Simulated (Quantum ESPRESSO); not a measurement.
Set up this calculation in Quantum ESPRESSO 7.5, as the native input.

```yaml
Task: band structure
Functional: PBEsol
Potentials_or_basis: PseudoDojo 0.4.1 SR PBEsol standard
Cutoff: 1034 eV
Density_cutoff: 4136 eV
k_mesh: 10 × 10 × 8
Occupations: fermi-dirac, width 0.05 eV
Spin: no spin polarisation
Mixing_beta: 0.5
Most_SCF_iterations: 120
SCF_threshold: 6e-10 Ry
```

The system is HfB2.

```xyz
3
Lattice="3.1400 0.0000 0.0000 -1.5700 2.7193 0.0000 0.0000 0.0000 3.4800" Properties=species:S:1:pos:R:3 pbc="T T T"
Hf    0.0000    0.0000    0.0000
B     1.5700    0.9064    1.7400
B     0.0000    1.8129    1.7400
```

These files were run (other wordings do the same):

pw.in

```
&CONTROL
  calculation = 'scf'
  prefix = 'pwscf'
  outdir = './tmp'
  pseudo_dir = './pseudo'
  tprnfor = .true.
  tstress = .true.
  disk_io = 'low'
/
&SYSTEM
  ibrav = 0
  celldm(1) = 8
  nat = 3
  ntyp = 2
  ecutwfc = 76
  nbnd = 15
  occupations = 'smearing'
  smearing = 'fd'
  degauss = 0.00367493
/
&ELECTRONS
  conv_thr = 6d-10
  electron_maxstep = 120
  mixing_beta = 0.5
/
ATOMIC_SPECIES
Hf   178.4900 Hf.upf
B     10.8100 B.upf
CELL_PARAMETERS alat
  0.7417175039156   0.0000000000000   0.0000000000000
 -0.3708587519578   0.6423462008265   0.0000000000000
  0.0000000000000   0.0000000000000   0.8220308642122
ATOMIC_POSITIONS crystal
Hf     0.0000000000    0.0000000000    0.0000000000
B      0.6666666667    0.3333333333    0.5000000000
B      0.3333333333    0.6666666667    0.5000000000
K_POINTS automatic
10 10 8 0 0 0
```

bands.in

```
&CONTROL
  calculation = 'bands'
  prefix = 'pwscf'
  outdir = './tmp'
  pseudo_dir = './pseudo'
  disk_io = 'low'
  verbosity = 'high'
/
&SYSTEM
  ibrav = 0
  celldm(1) = 8
  nat = 3
  ntyp = 2
  ecutwfc = 76
  nbnd = 15
  occupations = 'smearing'
  smearing = 'fd'
  degauss = 0.00367493
/
&ELECTRONS
  conv_thr = 1d-08
  electron_maxstep = 120
  mixing_beta = 0.5
  diago_full_acc = .true.
  startingwfc = 'random'
/
ATOMIC_SPECIES
Hf   178.4900 Hf.upf
B     10.8100 B.upf
CELL_PARAMETERS alat
  0.7417175039156   0.0000000000000   0.0000000000000
 -0.3708587519578   0.6423462008265   0.0000000000000
  0.0000000000000   0.0000000000000   0.8220308642122
ATOMIC_POSITIONS crystal
Hf     0.0000000000    0.0000000000    0.0000000000
B      0.6666666667    0.3333333333    0.5000000000
B      0.3333333333    0.6666666667    0.5000000000
K_POINTS crystal
60
 0.0000000000  0.0000000000  0.0000000000 1
 0.0714285714  0.0000000000  0.0000000000 1
 0.1428571429  0.0000000000  0.0000000000 1
 0.2142857143  0.0000000000  0.0000000000 1
 0.2857142857  0.0000000000  0.0000000000 1
 0.3571428571  0.0000000000  0.0000000000 1
 0.4285714286  0.0000000000  0.0000000000 1
 0.5000000000  0.0000000000  0.0000000000 1
 0.4444444444  0.1111111111  0.0000000000 1
 0.3888888889  0.2222222222  0.0000000000 1
 0.3333333333  0.3333333333  0.0000000000 1
 0.2916666667  0.2916666667  0.0000000000 1
 0.2500000000  0.2500000000  0.0000000000 1
 0.2083333333  0.2083333333  0.0000000000 1
 0.1666666667  0.1666666667  0.0000000000 1
 0.1250000000  0.1250000000  0.0000000000 1
 0.0833333333  0.0833333333  0.0000000000 1
 0.0416666667  0.0416666667  0.0000000000 1
 0.0000000000  0.0000000000  0.0000000000 1
 0.0000000000  0.0000000000  0.1000000000 1
 0.0000000000  0.0000000000  0.2000000000 1
 0.0000000000  0.0000000000  0.3000000000 1
 0.0000000000  0.0000000000  0.4000000000 1
 0.0000000000  0.0000000000  0.5000000000 1
 0.0625000000  0.0000000000  0.5000000000 1
 0.1250000000  0.0000000000  0.5000000000 1
 0.1875000000  0.0000000000  0.5000000000 1
 0.2500000000  0.0000000000  0.5000000000 1
 0.3125000000  0.0000000000  0.5000000000 1
 0.3750000000  0.0000000000  0.5000000000 1
 0.4375000000  0.0000000000  0.5000000000 1
 0.5000000000  0.0000000000  0.5000000000 1
 0.4583333333  0.0833333333  0.5000000000 1
 0.4166666667  0.1666666667  0.5000000000 1
 0.3750000000  0.2500000000  0.5000000000 1
 0.3333333333  0.3333333333  0.5000000000 1
 0.3000000000  0.3000000000  0.5000000000 1
 0.2666666667  0.2666666667  0.5000000000 1
 0.2333333333  0.2333333333  0.5000000000 1
 0.2000000000  0.2000000000  0.5000000000 1
 0.1666666667  0.1666666667  0.5000000000 1
 0.1333333333  0.1333333333  0.5000000000 1
 0.1000000000  0.1000000000  0.5000000000 1
 0.0666666667  0.0666666667  0.5000000000 1
 0.0333333333  0.0333333333  0.5000000000 1
 0.0000000000  0.0000000000  0.5000000000 1
 0.5000000000  0.0000000000  0.5000000000 1
 0.5000000000  0.0000000000  0.4166666667 1
 0.5000000000  0.0000000000  0.3333333333 1
 0.5000000000  0.0000000000  0.2500000000 1
 0.5000000000  0.0000000000  0.1666666667 1
 0.5000000000  0.0000000000  0.0833333333 1
 0.5000000000  0.0000000000  0.0000000000 1
 0.3333333333  0.3333333333  0.0000000000 1
 0.3333333333  0.3333333333  0.0833333333 1
 0.3333333333  0.3333333333  0.1666666667 1
 0.3333333333  0.3333333333  0.2500000000 1
 0.3333333333  0.3333333333  0.3333333333 1
 0.3333333333  0.3333333333  0.4166666667 1
 0.3333333333  0.3333333333  0.5000000000 1
```

Potentials or basis: PseudoDojo 0.4.1 SR PBEsol standard.

The run is started by

```bash
$ OMP_NUM_THREADS=1 mpirun -n 2 pw.x -nk 2 -in pw.in > pw.out
$ OMP_NUM_THREADS=1 mpirun -n 2 pw.x -nk 2 -in bands.in > bands.out
```

Results of the run:

```json
{
 "Pressure": "-3.6 GPa",
 "Band gap on the k mesh": "none (metal or under the smearing width)"
}
```

Caveat: spin-orbit coupling is left out, which moves the levels of the heavy elements.

Wall time 31 s on 2 MPI ranks on Arm Neoverse V2, with other jobs on the host, peak memory 0.18 GiB a rank.
